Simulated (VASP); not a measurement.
Te:

```
Te
1.0
     2.30590    1.33131    1.69095
    -2.30590    1.33131    1.69095
     0.00000   -2.66263    1.69095
Te
1
Direct
  0.50000 0.50000 0.50000
```

This isn't the form of Te at room conditions, which is trigonal, of chains.

```yaml
Program: VASP 6.6.1
Task: relaxation of cell and atoms
Functional: RPBE
Potentials_or_basis: VASP PAW PBE potentials, release 64 (Te)
Cutoff: 600 eV
k_mesh: 9 × 9 × 9
Occupations: fermi-dirac, width 0.05 eV
Spin: no spin polarisation
```

At the start: pressure 3.9 GPa; volume 31.15 Å³/atom.

Q: How do energy, volume and symmetry change on relaxing?

A: Over 9 steps the energy falls by 31.8 meV/atom and the volume is 33.76 Å³/atom (+8.4 %); space group R-3m (No. 166, to 0.05 Å).

Step by step:
| step | energy change (eV) | largest force (eV/Å) | pressure (GPa) | volume (Å³) |
| --- | --- | --- | --- | --- |
| 1 | 0.0000 | 0.0000 | 3.89 | 31.15 |
| 2 | -0.0210 | 0.0000 | -1.44 | 34.68 |
| 3 | -0.0265 | 0.0000 | 0.00 | 33.49 |
| 4 | -0.0276 | 0.0000 | 0.00 | 33.54 |
| 5 | -0.0302 | 0.0000 | -0.05 | 33.67 |
| 6 | -0.0317 | 0.0000 | -0.16 | 33.88 |
| 7 | -0.0317 | 0.0000 | -0.15 | 33.88 |
| 8 | -0.0315 | 0.0000 | 0.37 | 33.49 |
| 9 | -0.0318 | 0.0000 | 0.00 | 33.76 |

Final structure:
```xyz
1
Lattice="2.3025 1.3293 1.8382 -2.3025 1.3293 1.8382 0.0000 -2.6587 1.8382" Properties=species:S:1:pos:R:3 pbc="T T T"
Te    0.0000    0.0000    2.7574
```

Caveat: the PAW data sets were made with another functional, which shifts forces and pressure a little.
